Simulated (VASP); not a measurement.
# TiTe2 in VASP: notebook

Runs on TiTe2. Level: PBE. Tasks: single point.

All numbers are computed with VASP 6.6.1; they aren't measurements. Logs are shortened: lines on timing, memory, paths and dates and some standing lists are left out, and cuts for length are marked.

## Step 1: The slab as given

The cell holds a slab with vacuum, 3 atoms: a = 3.777 Å, b = 3.777 Å, c = 11.415 Å, α = 90.00°, β = 90.00°, γ = 120.00°.

## Step 2: Single point, PBE

Input file INCAR:

```
PREC     = Accurate       # precision mode
ENCUT    = 460            # plane-wave cutoff, eV
EDIFF    = 1E-7           # SCF threshold, eV
ISMEAR   = 0              # smearing method
SIGMA    = 0.05           # smearing width, eV
LREAL    = False          # projectors in reciprocal space
LASPH    = True           # aspherical terms in the spheres
NELM     = 120            # most SCF steps
ALGO     = Normal         # electronic algorithm
ISIF     = 2              # what is computed and relaxed
LWAVE    = False          # write WAVECAR
LCHARG   = False          # write CHGCAR
LDIPOL   = True         
IDIPOL   = 3            
DIPOL    = 0.5 0.5 0.500
GGA      = PE             # functional
NBANDS   = 23             # bands
LVHAR    = True         
LVACPOTAV= True
```

Input file KPOINTS:

```
regular mesh
0
Gamma
  9 9 1
```

Input file POSCAR:

```
TiTe2
1.0
    3.7770000000      0.0000000000      0.0000000000
   -1.8885000000      3.2709779500      0.0000000000
    0.0000000000      0.0000000000     11.4153488000
Te Ti
2 1
Direct
    0.3333333333      0.6666666667      0.3504054121
    0.6666666667      0.3333333333      0.6495945879
    0.0000000000      0.0000000000      0.5000000000
```

Potentials or basis: VASP PAW PBE potentials, release 64 (Te, Ti_sv).

The run is started by

```
cat potpaw_PBE.64/Te/POTCAR potpaw_PBE.64/Ti_sv/POTCAR > POTCAR
mpirun -np 1 vasp_std > vasp.out
```

OUTCAR:

```text
PREC = Accurate
   ENCUT = 460
   EDIFF = 1E-7
   ISMEAR = 0
   LREAL = False
   LASPH = True
   NELM = 120
   ISIF = 2
   GGA = PE

 Found     12 irreducible k-points:

 Following reciprocal coordinates:
            Coordinates               Weight
  0.000000  0.000000  0.000000      1.000000
  0.111111 -0.000000  0.000000      6.000000
  0.222222 -0.000000  0.000000      6.000000
  0.333333 -0.000000  0.000000      6.000000
  0.444444 -0.000000  0.000000      6.000000
  0.111111  0.111111  0.000000      6.000000
   k-points           NKPTS =     12   k-points in BZ     NKDIM =     12   number of bands    NBANDS=     23
   number of dos      NEDOS =    301   number of ions     NIONS =      3
   total plane-waves  NPLWV =  62720
   dimension x,y,z NGX =    28 NGY =   28 NGZ =   80
   dimension x,y,z NGXF=    56 NGYF=   56 NGZF=  160
   ions per type =               2   1
   NGX,Y,Z   is equivalent  to a cutoff of  12.32, 12.32, 11.65 a.u.
   NGXF,Y,Z  is equivalent  to a cutoff of  24.65, 24.65, 23.30 a.u.
 SYSTEM =  unknown system
   PREC   = accura    normal or accurate (medium, high low for compatibility)
   ISTART =      0    job   : 0-new  1-cont  2-samecut
   ICHARG =      2    charge: 1-file 2-atom 10-const
   ISPIN  =      1    spin polarized calculation?
   LNONCOLLINEAR =      F non collinear calculations
   LSORBIT =      F    spin-orbit coupling
   LASPH  =      T    aspherical Exc in radial PAW
   ENCUT  =  460.0 eV  33.81 Ry    5.81 a.u.   6.61  6.61 19.96*2*pi/ulx,y,z
   NELM   =    120;   NELMIN=  2; NELMDL= -5     # of ELM steps
   EDIFF  = 0.1E-06   stopping-criterion for ELM
   LREAL  =      F    real-space projection
[... 7 lines left out ...]
   TEBEG  =    0.0;   TEEND  =   0.0 temperature during run
   PSTRESS=    0.0 pullay stress
   NELECT =      24.0000    total number of electrons
   NUPDOWN=      -1.0000    fix difference up-down
   EMIN   =  10.00;   EMAX   =-10.00  energy-range for DOS
   EFERMI =   0.00;   METHOD = LEGACY
   ISMEAR =     0;   SIGMA  =   0.05  broadening in eV -4-tet -1-fermi 0-gaus
   EFERMI_NEDOS =   21; number of points for ismear=-14 and -15
   IALGO  =     38    algorithm
   IMIX   =      4    mixing-type and parameters
     AMIX     =   0.40;   BMIX     =  1.00
     AMIX_MAG =   1.60;   BMIX_MAG =  1.00
  volume/ion in A,a.u.               =      47.01       317.24
  Fermi-wavevector in a.u.,A,eV,Ry     =   0.907209  1.714376 11.197976  0.823028
  Thomas-Fermi vector in A             =   2.030989
   LORBIT       =      0    0 simple, 1 ext, 2 COOP (PROOUT), +10 PAW based schemes
   GGA     = PE    functional components
   LHFCALC =     F    Hartree Fock is set to
   AEXX    =    0.0000 exact exchange contribution
   IVDW    =     0    specifies the selected vdW correction
   LEPSILON=     F    determine dielectric tensor
   LRPA    =     F    only Hartree local field effects (RPA)
 non-spin polarized calculation
 Gauss-broadening in eV      SIGMA  =   0.05
  energy-cutoff  :      460.00
  volume of cell :      141.03
 maximum number of plane-waves:      3183
 NGX is ok and might be reduce to    28
   NGX = 13   NGY = 13   NGZ = 39

 dipolmoment           0.000000      0.000000      0.000000 electrons x Angstroem

 number of electron      23.9999997 magnetization

 dipolmoment           0.000000      0.000000     -0.000000 electrons x Angstroem

 Free energy of the ion-electron system (eV)
  ---------------------------------------------------
  ext. energy  EPLUGINS =         0.00000000
  ---------------------------------------------------
  free energy    TOTEN  =       -16.17534193 eV

  energy without entropy =      -16.17219417  energy(sigma->0) =      -16.17376805

 E-fermi :   1.7325     XC(G=0):  -6.4722

 val. band max:        1.6671609725   @ k =   0.4444  -0.0000   0.0000
 cond. band min:       1.7619420665   @ k =   0.1111  -0.0000   0.0000
 fundamental gap:      0.0947810940
 Fermi energy:         1.7324734745

 k-point     1 :       0.0000    0.0000    0.0000
  band No.  band energies     occupation
      1     -55.7807      2.00000
      2     -32.0319      2.00000
      3     -32.0319      2.00000
      4     -31.9955      2.00000
      5     -10.2540      2.00000
      6      -9.3679      2.00000
      7      -2.4330      2.00000
      8       0.1536      2.00000
      9       0.1536      2.00000
     10       0.4485      2.00000
     11       2.1278      0.00000
     12       2.1278      0.00000
     13       2.2927      0.00000
     14       2.8095      0.00000
     15       2.8095      0.00000
     16       5.1287      0.00000
     17       5.1287      0.00000
     18       5.6043      0.00000
     19       7.1734      0.00000
     20       8.0691      0.00000
     21       8.6277      0.00000
     22       9.5840      0.00000
     23       9.5840      0.00000

 k-point     2 :       0.1111   -0.0000    0.0000
  band No.  band energies     occupation
      1     -55.7804      2.00000
      2     -32.0367      2.00000
      3     -32.0330      2.00000
      4     -31.9944      2.00000
      5     -10.1212      2.00000
      6      -9.2849      2.00000
      7      -2.2826      2.00000
      8      -0.3993      2.00000
      9       0.1732      2.00000
     10       0.8142      2.00000
     11       1.3295      2.00000
     12       1.7619      0.40456
     13       2.1818      0.00000
     14       2.9046      0.00000
     15       3.0477      0.00000
     16       4.4493      0.00000
     17       4.9543      0.00000
     18       5.8442      0.00000
     19       7.7296      0.00000
     20       8.3173      0.00000
     21       9.1775      0.00000
     22       9.3630      0.00000
     23      10.0909      0.00000

 k-point     3 :       0.2222   -0.0000    0.0000
  band No.  band energies     occupation
      1     -55.7795      2.00000
      2     -32.0489      2.00000
      3     -32.0358      2.00000
      4     -31.9916      2.00000
      5      -9.7479      2.00000
      6      -9.0603      2.00000
      7      -1.8724      2.00000
      8      -1.1436      2.00000
      9      -0.2480      2.00000
     10       0.1798      2.00000
     11       0.8949      2.00000
     12       1.2939      2.00000
     13       1.9864      0.00000
     14       3.0323      0.00000
     15       3.1461      0.00000
     16       3.9623      0.00000
     17       4.7595      0.00000
     18       6.3460      0.00000
     19       7.6971      0.00000
     20       8.1520      0.00000
     21       8.7326      0.00000
     22       9.8770      0.00000
     23      10.1664      0.00000

 k-point     4 :       0.3333   -0.0000    0.0000
  band No.  band energies     occupation
      1     -55.7785      2.00000
      2     -32.0627      2.00000
      3     -32.0390      2.00000
      4     -31.9883      2.00000
      5      -9.2269      2.00000
      6      -8.7784      2.00000
      7      -2.0774      2.00000
      8      -1.6675      2.00000
      9      -1.0708      2.00000
     10       0.0781      2.00000
     11       0.4697      2.00000
     12       1.0627      2.00000
     13       1.7671      0.32680
     14       3.0043      0.00000
     15       3.1428      0.00000
     16       4.3292      0.00000
     17       4.7549      0.00000
     18       6.5980      0.00000
     19       7.1732      0.00000
     20       7.6804      0.00000
     21       8.1466      0.00000
     22       9.1536      0.00000
     23      10.1844      0.00000

 k-point     5 :       0.4444   -0.0000    0.0000
  band No.  band energies     occupation
      1     -55.7779      2.00000
      2     -32.0717      2.00000
      3     -32.0410      2.00000
      4     -31.9862      2.00000
      5      -8.7632      2.00000
      6      -8.6078      2.00000
      7      -2.9114      2.00000
      8      -2.1266      2.00000
      9      -0.6110      2.00000
     10      -0.0464      2.00000
     11       0.0756      2.00000
     12       1.0120      2.00000
     13       1.6672      1.93530
     14       2.8882      0.00000
     15       3.1949      0.00000
     16       4.7116      0.00000
     17       4.7907      0.00000
     18       6.2893      0.00000
     19       6.8596      0.00000
     20       7.6663      0.00000
     21       8.0888      0.00000
     22       8.6735      0.00000
     23       9.8552      0.00000

 k-point     6 :       0.1111    0.1111    0.0000
  band No.  band energies     occupation
      1     -55.7798      2.00000
      2     -32.0448      2.00000
      3     -32.0354      2.00000
      4     -31.9924      2.00000
      5      -9.8677      2.00000
      6      -9.1306      2.00000
      7      -1.9990      2.00000
      8      -0.9099      2.00000
      9       0.0549      2.00000
     10       0.4195      2.00000
     11       0.8284      2.00000
     12       1.2221      2.00000
     13       2.2138      0.00000
     14       3.0106      0.00000
     15       3.0494      0.00000
     16       4.2610      0.00000
     17       4.4344      0.00000
     18       6.2022      0.00000
     19       8.0661      0.00000
     20       8.9627      0.00000
     21       8.9884      0.00000
     22       9.6648      0.00000
     23       9.7096      0.00000

 [... further k-points ...]
[... 5 lines left out ...]
  --------------------------------------------------------------------------------------
  -------------------------------------------------------------------------------------
  Total        0.0115929      0.0115929      0.8428252      0.0000000      0.0000000      0.0000000
  in kB        0.1317008      0.1317008      9.5749011      0.0000000      0.0000000      0.0000000
  external PRESSURE =       3.2794342 kB  Pullay stress =       0.0000000 kB

 VOLUME and BASIS-vectors are now :
 -----------------------------------------------------------------------------
  energy-cutoff  :      460.00
  volume of cell :      141.03
      direct lattice vectors                 reciprocal lattice vectors
     3.777000000  0.000000000  0.000000000     0.264760392  0.152859484  0.000000000
    -1.888500000  3.270977950  0.000000000     0.000000000  0.305718967  0.000000000
     0.000000000  0.000000000 11.415348800     0.000000000  0.000000000  0.087601353

 POSITION                                       TOTAL-FORCE (eV/Angst)
 -----------------------------------------------------------------------------------
     -0.00000      2.18065      4.00000         0.000000     -0.000000     -0.244647
      1.88850      1.09033      7.41535        -0.000000      0.000000      0.244647
      0.00000      0.00000      5.70767         0.000000      0.000000      0.000000
 -----------------------------------------------------------------------------------
    total drift:                               -0.000000     -0.000000     -0.000000

  FREE ENERGIE OF THE ION-ELECTRON SYSTEM (eV)
  ---------------------------------------------------
  free  energy   TOTEN  =       -16.1753419309 eV

  energy  without entropy=      -16.1721941657  energy(sigma->0) =      -16.17376805
```

Wall time 29 s (1 thread of Intel Xeon Platinum 8559C (Emerald Rapids), shared host); peak memory 0.24 GiB.

The run converged, but some of its settings lie outside the range that counts as converged, so its numbers aren't taken as properties of the slab.

Results:

| Item | Value |
| --- | --- |
| Free energy | -16.1753 eV |
| Largest force | 0.245 eV/Å |
| Band gap on the k mesh | none (metal or under the smearing width) |

## Step 3: Single point, PBE

This run uses another cell than the first one, of 75.84 Å³/atom, 1.613 times its volume.

Edit INCAR of step 2 so:

```diff
@@ -12,5 +12,2 @@
 LCHARG   = False          # write CHGCAR
-LDIPOL   = True         
-IDIPOL   = 3            
-DIPOL    = 0.5 0.5 0.500
 GGA      = PE             # functional
@@ -18,2 +15,3 @@
 LVHAR    = True         
-LVACPOTAV= True
+LVACPOTAV= True         
+IDIPOL   = 3
```

Input file KPOINTS:

```
regular mesh
0
Gamma
  7 7 1
```

Input file POSCAR:

```
TiTe2
1.0
    3.7770000000      0.0000000000      0.0000000000
   -1.8885000000      3.2709779500      0.0000000000
    0.0000000000      0.0000000000     18.4153488000
Te Ti
2 1
Direct
    0.3333333333      0.6666666667      0.4072689625
    0.6666666667      0.3333333333      0.5927310375
    0.0000000000      0.0000000000      0.5000000000
```

Potentials or basis: VASP PAW PBE potentials, release 64 (Te, Ti_sv).

The run is started by

```
cat potpaw_PBE.64/Te/POTCAR potpaw_PBE.64/Ti_sv/POTCAR > POTCAR
mpirun -np 1 vasp_std > vasp.out
```

OUTCAR:

```text
PREC = Accurate
   ENCUT = 460
   EDIFF = 1E-7
   ISMEAR = 0
   LREAL = False
   LASPH = True
   NELM = 120
   ISIF = 2
   GGA = PE

 Found      8 irreducible k-points:

 Following reciprocal coordinates:
            Coordinates               Weight
  0.000000  0.000000  0.000000      1.000000
  0.142857  0.000000  0.000000      6.000000
  0.285714  0.000000  0.000000      6.000000
  0.428571  0.000000  0.000000      6.000000
  0.142857  0.142857  0.000000      6.000000
  0.285714  0.142857  0.000000     12.000000
   k-points           NKPTS =      8   k-points in BZ     NKDIM =      8   number of bands    NBANDS=     23
   number of dos      NEDOS =    301   number of ions     NIONS =      3
   total plane-waves  NPLWV = 109760
   dimension x,y,z NGX =    28 NGY =   28 NGZ =  140
   dimension x,y,z NGXF=    56 NGYF=   56 NGZF=  280
   ions per type =               2   1
   NGX,Y,Z   is equivalent  to a cutoff of  12.32, 12.32, 12.64 a.u.
   NGXF,Y,Z  is equivalent  to a cutoff of  24.65, 24.65, 25.28 a.u.
 SYSTEM =  unknown system
   PREC   = accura    normal or accurate (medium, high low for compatibility)
   ISTART =      0    job   : 0-new  1-cont  2-samecut
   ICHARG =      2    charge: 1-file 2-atom 10-const
   ISPIN  =      1    spin polarized calculation?
   LNONCOLLINEAR =      F non collinear calculations
   LSORBIT =      F    spin-orbit coupling
[... 57 lines left out ...]
 fundamental gap:      0.0548136469
 Fermi energy:        -0.8588710781

 k-point     1 :       0.0000    0.0000    0.0000
  band No.  band energies     occupation
      1     -58.3151      2.00000
      2     -34.5586      2.00000
      3     -34.5586      2.00000
      4     -34.5424      2.00000
      5     -12.7637      2.00000
      6     -11.8786      2.00000
[... 145 lines left out ...]
     22       6.5099      0.00000
     23       6.6579      0.00000

 [... further k-points ...]

------------------------ aborting loop because EDIFF is reached ----------------------------------------

 dipolmoment           0.000000      0.000000      0.000005 electrons x Angstroem

  FORCE on cell =-STRESS in cart. coord.  units (eV):
  Direction    XX          YY          ZZ          XY          YZ          ZX
  --------------------------------------------------------------------------------------
  -------------------------------------------------------------------------------------
  Total        0.2523067      0.2523067      0.5512115      0.0000000     -0.0000000     -0.0000000
  in kB        1.7767844      1.7767844      3.8817209      0.0000000     -0.0000000     -0.0000000
  external PRESSURE =       2.4784299 kB  Pullay stress =       0.0000000 kB

 VOLUME and BASIS-vectors are now :
 -----------------------------------------------------------------------------
  energy-cutoff  :      460.00
  volume of cell :      227.51
      direct lattice vectors                 reciprocal lattice vectors
     3.777000000  0.000000000  0.000000000     0.264760392  0.152859484  0.000000000
    -1.888500000  3.270977950  0.000000000     0.000000000  0.305718967  0.000000000
     0.000000000  0.000000000 18.415348800     0.000000000  0.000000000  0.054302528

 POSITION                                       TOTAL-FORCE (eV/Angst)
 -----------------------------------------------------------------------------------
     -0.00000      2.18065      7.50000        -0.000000      0.000000     -0.169827
      1.88850      1.09033     10.91535         0.000000      0.000000      0.169827
      0.00000      0.00000      9.20767        -0.000000      0.000000      0.000000
 -----------------------------------------------------------------------------------
    total drift:                                0.000000     -0.000000      0.000000

  FREE ENERGIE OF THE ION-ELECTRON SYSTEM (eV)
  ---------------------------------------------------
  free  energy   TOTEN  =       -16.1687891174 eV

  energy  without entropy=      -16.1640175617  energy(sigma->0) =      -16.16640334
```

stdout:

```text
POSCAR found type information on POSCAR TeTi
 POSCAR found :  2 types and       3 ions
 scaLAPACK will be used
 LDA part: xc-table for (Slater+PW92), standard interpolation
 POSCAR, INCAR and KPOINTS ok, starting setup
 FFT: planning ... GRIDC
 FFT: planning ... GRID_SOFT
 FFT: planning ... GRID
 WAVECAR not read
 entering main loop
```

It took 51 s on 1 thread of Intel Xeon Platinum 8559C (Emerald Rapids), shared host; peak memory 0.31 GiB.

The run converged, but some of its settings lie outside the range that counts as converged, so its numbers aren't taken as properties of the slab.

Results:

* Free energy: -16.1688 eV
* Largest force: 0.170 eV/Å
* Band gap on the k mesh: none (metal or under the smearing width)
